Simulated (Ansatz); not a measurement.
# ZnS (Wurtzite-2H) (P6_3mc) in Ansatz: notebook

One crystal, ZnS (Wurtzite-2H), is run at these levels: LDA; tasks: single point, equation of state.

Program: Ansatz 0.2.0. These are calculated values, not measurements. Logs are shortened: lines on timing, memory, paths and dates and some standing lists are left out, and cuts for length are marked.

**1. The structure**

The structure is hexagonal, space group P6_3mc (No. 186). Conventional cell: a = 3.811 Å, b = 3.811 Å, c = 6.234 Å, α = 90.00°, β = 90.00°, γ = 120.00°. Zn (site symmetry 3m) is surrounded by 4 S at 2.31 to 2.40 Å. S (site symmetry 3m) has 4 Zn at 2.31 to 2.40 Å as nearest neighbours.

**2. Single point, LDA, 18.43 Å³/atom (volume scaled by 0.94)**

Input file input.yaml:

```yaml
crystal:
  lattice:
    - [3.7332026603, 0.0, 0.0]
    - [-1.8666013302, 3.2330483413, 0.0]
    - [0.0, 0.0, 6.1067398017]
  atoms:
    - { symbol: Zn, position: [0.6666666667, 0.3333333333, 0.5] }
    - { symbol: Zn, position: [0.3333333333, 0.6666666667, 0.0] }
    - { symbol: S, position: [0.6666666667, 0.3333333333, 0.885] }
    - { symbol: S, position: [0.3333333333, 0.6666666667, 0.385] }
kpoints:
  mp_grid: { grid: [8, 8, 5] }
scf:
  occupations: { method: fermi_dirac, width: 0.05 }
hamiltonian:
  xc: lda
  pseudopotentials: { kind: all_electron, lapw: { basis_error: 0.002 } }
output:
  forces: true
  stress: true
  eigenvalues: true
```

Potentials or basis: all-electron LAPW, scalar-relativistic.

The run is started by

```bash
$ ansatz run input.yaml --threads 2 --pin off --max-ram 6144MiB --backend cpu --events-out ev --progress --plain --runs-dir out
```

The program printed:

```text
Warning: RAYON_NUM_THREADS=2 ignored (pool sized by the plan → 2); use --threads N
LAPW: plane waves up to 8.561 Å⁻¹, error target 2.0e-3 eV per atom; small_component_spin mean_spin; S in spheres of 1.004 Å, 14 of its electrons in bands, Dirac shells []; Zn in spheres of 1.263 Å, 20 of its electrons in bands, Dirac shells [] (how accurate: hamiltonian.pseudopotentials.lapw.basis_error, Limitations)
Engine: ansatz 0.2.0, x86_64-unknown-linux-gnu
Pseudopotentials: kind: all_electron
Pseudopotential: Zn, LAPW, valence charge 20, lapw/all_electron/scalar/gaussian/Zn, Koelling and Harmon's equation, gaussian nucleus
Pseudopotential: S, LAPW, valence charge 14, lapw/all_electron/scalar/gaussian/S, Koelling and Harmon's equation, gaussian nucleus
Functional definition: SPW92
  exchange = slater_x
  correlation = pw_c
Crystal: 4 atoms, lattice volume = 73.706 Å³
Basis set: ecut = 279.2642171257836 eV, 785 PW (Γ), exchange–correlation at level 2
Bands: 41, of which v1, the nominal top of the filled ones, is band 34 counted from 1 (33 counted from 0)
Symmetry: 12 space group operations
Space group: P63mc (ITA 186), of the structure as read, at distance tolerance 4.2e-5 Å
k-points: 30 of 320 (time reversal used)
Non-local potential: Zn, projectors of the file, none
Non-local potential: S, projectors of the file, none
Initial density: superposition of atomic densities (chi_scale 0.1, normalization cell, long waves kept (reshape's long-wave potential 0.00 eV rms))
Initial wavefunctions: plane waves of lowest kinetic energy (no species holds an atomic orbital)
Functional: x = slater, c = lda
iter 1 solved again at ethr=2.73e-3 eV; its pass at ethr=1.00e-1 eV (dr2=1.85e0 eV) is discarded
SCF iter   1: F=—  HF=-119265.328972 eV  |F-HF|=—  |Δ(HF+E_count)|=         —  Δρ=4.09e-2  dr2=1.86e0  ethr=2.73e-3  ⟨swp⟩=2.0  Hψ=8347  notcnv=0
preconditioner: auto → Resta (q_TF=auto, 2.692 Å⁻¹)  ε∞=6.1  [insulator: Δε(μ)=2.527 eV  Ē_g=11.508 eV  σ=0.050 eV  W_gap=1.00  n_scr=22 (ndim 8)  ℏωp=26.0 eV  f_vac=0.085  D(μ)=0.00/eV (n_scr^D=0)  ε∞_Penn≈6.1]
SCF iter   2: F=—  HF=-119264.677613 eV  |F-HF|=—  |Δ(HF+E_count)|=   6.51e-1  Δρ=1.85e-2  dr2=3.33e-1  ethr=2.73e-3  ⟨swp⟩=2.9  Hψ=3628  notcnv=0
SCF iter   3: F=—  HF=-119264.516673 eV  |F-HF|=—  |Δ(HF+E_count)|=   1.61e-1  Δρ=1.36e-2  dr2=1.88e-1  ethr=4.90e-4  ⟨swp⟩=2.0  Hψ=3570  notcnv=0
SCF iter   4: F=—  HF=-119264.436266 eV  |F-HF|=—  |Δ(HF+E_count)|=   8.04e-2  Δρ=5.87e-3  dr2=3.30e-2  ethr=2.76e-4  ⟨swp⟩=2.0  Hψ=3570  notcnv=0
iter 5 solved again at ethr=1.78e-6 eV; its pass at ethr=4.86e-5 eV (dr2=1.21e-3 eV) is discarded
SCF iter   5: F=—  HF=-119264.430019 eV  |F-HF|=—  |Δ(HF+E_count)|=   6.25e-3  Δρ=1.12e-3  dr2=1.20e-3  ethr=1.78e-6  ⟨swp⟩=2.0  Hψ=6055  notcnv=0
SCF iter   6: F=—  HF=-119264.430119 eV  |F-HF|=—  |Δ(HF+E_count)|=   9.98e-5  Δρ=3.52e-4  dr2=1.32e-4  ethr=1.77e-6  ⟨swp⟩=2.0  Hψ=3360  notcnv=0
SCF iter   7: F=—  HF=-119264.430178 eV  |F-HF|=—  |Δ(HF+E_count)|=   5.90e-5  Δρ=7.17e-5  dr2=6.25e-6  ethr=1.95e-7  ⟨swp⟩=2.6  Hψ=3383  notcnv=0
SCF iter   8: F=—  HF=-119264.430181 eV  |F-HF|=—  |Δ(HF+E_count)|=   3.43e-6  Δρ=1.76e-5  dr2=3.35e-7  ethr=9.20e-9  ⟨swp⟩=3.0  Hψ=3458  notcnv=0
SCF iter   9: F=-119264.430181 eV  HF=-119264.430181 eV  |F-HF|=1.49e-8  |Δ(HF+E_count)|=   2.40e-8  Δρ=2.90e-6  dr2=7.31e-9  ethr=4.93e-10  ⟨swp⟩=2.0  Hψ=3361  notcnv=0
SCF 1 converged in 9 iterations: F = -119264.430181 eV  dr2 = 7.31e-9
SCF converged after 9 iterations
Free energy (F): -119264.430181 eV
Harris-Foulkes:  -119264.430181 eV  (|F-HF|=1.49e-8)
Internal energy: -119264.430181 eV  (E = F + TS)
E sigma→0 (E₀):  -119264.430181 eV
Fermi energy:    9.233981 eV
--- Per-component energies (eV) ---
  E_band       = -3716.149704
  E_kinetic    = 121098.630360
  E_xc         = -5083.837808
  E_electrostatic = -235279.222733  (all electrons and nuclei)
  E_smearing   = -0.000000  (= −TS)
  E_closure    = 0.000000  (closes the sum)
  E_atoms      = -119248.072603  (free atoms, spherical and without spin; not in F)
  Σ components = -119264.430181   (vs F -119264.430181, Δ=0.00e0)
  Basis errors (estimates in eV, not in F): energy 8.7e-4 per atom: plane waves 8.0e-4 (4.8e-4 summed), levels above the bands 7.3e-57, relativity 3.6e-9, radial functions 7.5e-5, core shells 1.5e-10; eigenvalues (radial functions only) 2.2e-6; not estimated: angular momenta, meshes, grids; target (lapw.basis_error) 2.0e-3; muffin-tin radii S 1.004 Å, Zn 1.263 Å
--- Forces (eV/Å), atoms counted from 1 ---
  atom   1  Zn    -0.00000000     0.00000000     0.37368460
  atom   2  Zn    -0.00000000    -0.00000000     0.37368460
  atom   3  S      0.00000000     0.00000000    -0.37368078
  atom   4  S      0.00000000    -0.00000000    -0.37368078
  max |Σ_I F_I| component: 7.63e-6 eV/Å
--- Stress (GPa, compression-positive) ---
        1.813376       0.000000      -0.000000
       -0.000000       1.813376      -0.000000
       -0.000000      -0.000000      -0.656216
  P = ⅓ Tr σ = 0.9902 GPa (9.902 kbar)
--- Band table (eV; the first three rows and the last of 30) ---
  k-point 0: bands = ["-195.7354", "-195.7354", "-141.4291", "-141.4291", "-141.4291", "-141.4291", "-141.4229", "-141.4229", "-116.2522", "-116.2522", "-70.8866", "-70.8863", "-70.8856", "-70.8856", "-70.8856", "-70.8856", "-5.5728", "-4.5077", "1.2769", "1.2769", "1.3462", "1.3462", "1.3589", "1.8111", "1.8111", "1.9063", "1.9063", "2.0570", "2.4186", "7.1050", "7.1050", "8.0527", "8.0535", "8.0535", "10.3437", "10.9521", "14.1312", "14.1312", "14.4509", "15.5432", "15.5432"]
  k-point 1: bands = ["-195.7354", "-195.7354", "-141.4291", "-141.4291", "-141.4291", "-141.4291", "-141.4229", "-141.4229", "-116.2522", "-116.2522", "-70.8866", "-70.8864", "-70.8856", "-70.8856", "-70.8856", "-70.8856", "-5.4866", "-4.6293", "1.2807", "1.2807", "1.3367", "1.3367", "1.3501", "1.6626", "1.8225", "1.8225", "1.8996", "1.8996", "3.1712", "7.1882", "7.1882", "7.2219", "7.9545", "7.9545", "11.0306", "11.0639", "14.1858", "14.1877", "14.1877", "15.2975", "15.2975"]
  k-point 2: bands = ["-195.7354", "-195.7354", "-141.4291", "-141.4291", "-141.4291", "-141.4291", "-141.4229", "-141.4229", "-116.2522", "-116.2522", "-70.8865", "-70.8864", "-70.8856", "-70.8856", "-70.8856", "-70.8856", "-5.2484", "-4.9235", "1.2935", "1.2935", "1.3149", "1.3149", "1.3472", "1.4177", "1.8500", "1.8500", "1.8795", "1.8795", "4.3869", "5.8018", "7.4126", "7.4126", "7.7046", "7.7046", "11.3673", "11.6020", "14.3302", "14.4049", "14.4049", "14.8129", "14.8129"]
  k-point 29: bands = ["-195.7354", "-195.7354", "-141.4291", "-141.4291", "-141.4291", "-141.4291", "-141.4229", "-141.4229", "-116.2522", "-116.2522", "-70.8865", "-70.8865", "-70.8858", "-70.8858", "-70.8858", "-70.8857", "-4.2363", "-4.1854", "1.4073", "1.4600", "1.4804", "1.5533", "1.6745", "1.6781", "1.8217", "1.8237", "2.1723", "2.2313", "2.8516", "3.0027", "4.5222", "5.0507", "6.4034", "6.6633", "12.3504", "12.7143", "13.8662", "14.4006", "15.1552", "15.6369", "17.4510"]
```

It took 24 s on 2 threads of Intel Xeon Platinum 8375C at 2.90GHz (Ice Lake), shared host; peak memory 0.41 GiB.

What came out:

```yaml
Free_energy: -119264.4302 eV
Pressure: 1.0 GPa
Largest_force: 0.374 eV/Å
Band_gap_on_the_k_mesh: 2.29 eV, direct
```

**3. Single point, LDA, 18.82 Å³/atom (volume scaled by 0.96)**

Changes to input.yaml since step 2:

```diff
@@ -2,5 +2,5 @@
   lattice:
-    - [3.7332026603, 0.0, 0.0]
-    - [-1.8666013302, 3.2330483413, 0.0]
-    - [0.0, 0.0, 6.1067398017]
+    - [3.7594936861, 0.0, 0.0]
+    - [-1.8797468431, 3.2558170375, 0.0]
+    - [0.0, 0.0, 6.1497464286]
   atoms:
```

Potentials or basis: all-electron LAPW, scalar-relativistic.

The run is started by

```bash
$ ansatz run input.yaml --threads 2 --pin off --max-ram 6144MiB --backend cpu --events-out ev --progress --plain --runs-dir out
```

It took 21 s on 2 threads of Intel Xeon Platinum 8375C at 2.90GHz (Ice Lake), shared host; peak memory 0.42 GiB.

It converged, with:

```yaml
Free_energy: -119264.4307 eV
Pressure: -0.8 GPa
Largest_force: 0.346 eV/Å
Band_gap_on_the_k_mesh: 2.19 eV, direct
```

**4. Single point, LDA, 19.21 Å³/atom (volume scaled by 0.98)**

Changes to input.yaml since step 3:

```diff
@@ -2,5 +2,5 @@
   lattice:
-    - [3.7594936861, 0.0, 0.0]
-    - [-1.8797468431, 3.2558170375, 0.0]
-    - [0.0, 0.0, 6.1497464286]
+    - [3.7854220481, 0.0, 0.0]
+    - [-1.8927110241, 3.2782716577, 0.0]
+    - [0.0, 0.0, 6.1921598132]
   atoms:
```

The run is started by

```bash
$ ansatz run input.yaml --threads 2 --pin off --max-ram 6144MiB --backend cpu --events-out ev --progress --plain --runs-dir out
```

Wall time 23 s (2 threads of Intel Xeon Platinum 8375C at 2.90GHz (Ice Lake), shared host); peak memory 0.41 GiB.

Results (log left out):

- Free energy: -119264.4145 eV
- Pressure: -2.4 GPa
- Largest force: 0.319 eV/Å
- Band gap on the k mesh: 2.09 eV, direct

**5. Single point, LDA, 19.60 Å³/atom**

Changes to input.yaml since step 4:

```diff
@@ -2,5 +2,5 @@
   lattice:
-    - [3.7854220481, 0.0, 0.0]
-    - [-1.8927110241, 3.2782716577, 0.0]
-    - [0.0, 0.0, 6.1921598132]
+    - [3.811, 0.0, 0.0]
+    - [-1.9055, 3.3004228138, 0.0]
+    - [0.0, 0.0, 6.234]
   atoms:
```

The run is started by

```bash
$ ansatz run input.yaml --threads 2 --pin off --max-ram 6144MiB --backend cpu --events-out ev --progress --plain --runs-dir out
```

Run time: 24 s. Hardware: 2 threads of Intel Xeon Platinum 8375C at 2.90GHz (Ice Lake), shared host; peak memory 0.42 GiB.

The run converged. Its results:

```
Free energy            : -119264.3834 eV
Pressure               : -3.9 GPa
Largest force          : 0.295 eV/Å
Band gap on the k mesh : 1.99 eV, direct
```

**6. Single point, LDA, 19.99 Å³/atom (volume scaled by 1.02)**

Changes to input.yaml since step 5:

```diff
@@ -2,5 +2,5 @@
   lattice:
-    - [3.811, 0.0, 0.0]
-    - [-1.9055, 3.3004228138, 0.0]
-    - [0.0, 0.0, 6.234]
+    - [3.8362391461, 0.0, 0.0]
+    - [-1.9181195731, 3.3222805555, 0.0]
+    - [0.0, 0.0, 6.2752859714]
   atoms:
```

Potentials or basis: all-electron LAPW, scalar-relativistic.

The run is started by

```bash
$ ansatz run input.yaml --threads 2 --pin off --max-ram 6144MiB --backend cpu --events-out ev --progress --plain --runs-dir out
```

It took 24 s on 2 threads of Intel Xeon Platinum 8375C at 2.90GHz (Ice Lake), shared host; peak memory 0.41 GiB.

Results (log left out):

```
Free energy            : -119264.3389 eV
Pressure               : -5.2 GPa
Largest force          : 0.272 eV/Å
Band gap on the k mesh : 1.90 eV, direct
```

**7. Single point, LDA, 20.39 Å³/atom (volume scaled by 1.04)**

Changes to input.yaml since step 6:

```diff
@@ -2,5 +2,5 @@
   lattice:
-    - [3.8362391461, 0.0, 0.0]
-    - [-1.9181195731, 3.3222805555, 0.0]
-    - [0.0, 0.0, 6.2752859714]
+    - [3.861150488, 0.0, 0.0]
+    - [-1.930575244, 3.3438544104, 0.0]
+    - [0.0, 0.0, 6.3160357234]
   atoms:
```

The run is started by

```bash
$ ansatz run input.yaml --threads 2 --pin off --max-ram 6144MiB --backend cpu --events-out ev --progress --plain --runs-dir out
```

It took 27 s on 2 threads of Intel Xeon Platinum 8375C at 2.90GHz (Ice Lake), shared host; peak memory 0.42 GiB.

Results (log left out):

```
Free energy            : -119264.2825 eV
Pressure               : -6.3 GPa
Largest force          : 0.251 eV/Å
Band gap on the k mesh : 1.81 eV, direct
```

**8. Single point, LDA, 20.78 Å³/atom (volume scaled by 1.06)**

Changes to input.yaml since step 7:

```diff
@@ -2,5 +2,5 @@
   lattice:
-    - [3.861150488, 0.0, 0.0]
-    - [-1.930575244, 3.3438544104, 0.0]
-    - [0.0, 0.0, 6.3160357234]
+    - [3.8857444663, 0.0, 0.0]
+    - [-1.9428722331, 3.3651534204, 0.0]
+    - [0.0, 0.0, 6.356266335]
   atoms:
```

The run is started by

```bash
$ ansatz run input.yaml --threads 2 --pin off --max-ram 6144MiB --backend cpu --events-out ev --progress --plain --runs-dir out
```

It took 21 s on 2 threads of Intel Xeon Platinum 8375C at 2.90GHz (Ice Lake), shared host; peak memory 0.42 GiB.

The run converged. Its results:

- Free energy: -119264.2155 eV
- Pressure: -7.3 GPa
- Largest force: 0.231 eV/Å
- Band gap on the k mesh: 1.72 eV, direct

**9. Equation of state, LDA**

Potentials or basis: all-electron LAPW, scalar-relativistic.

No new run: the results of the series are fitted here.

Results:

```
Equilibrium volume                        : 18.63 Å³/atom
Bulk modulus at fixed shape and positions : 86 GPa
Pressure derivative of the bulk modulus   : 4.5
```

Energy against volume, from the lowest point:
```tsv
volume (Å³/atom)	energy (meV/atom)
18.427	0.14
18.819	0.00
19.211	4.05
19.603	11.85
19.995	22.97
20.387	37.06
20.779	53.80
```

Caveat: the cell was scaled at fixed shape and fractional positions, which overstates the stiffness of a crystal with free parameters, most of all of layers and chains.
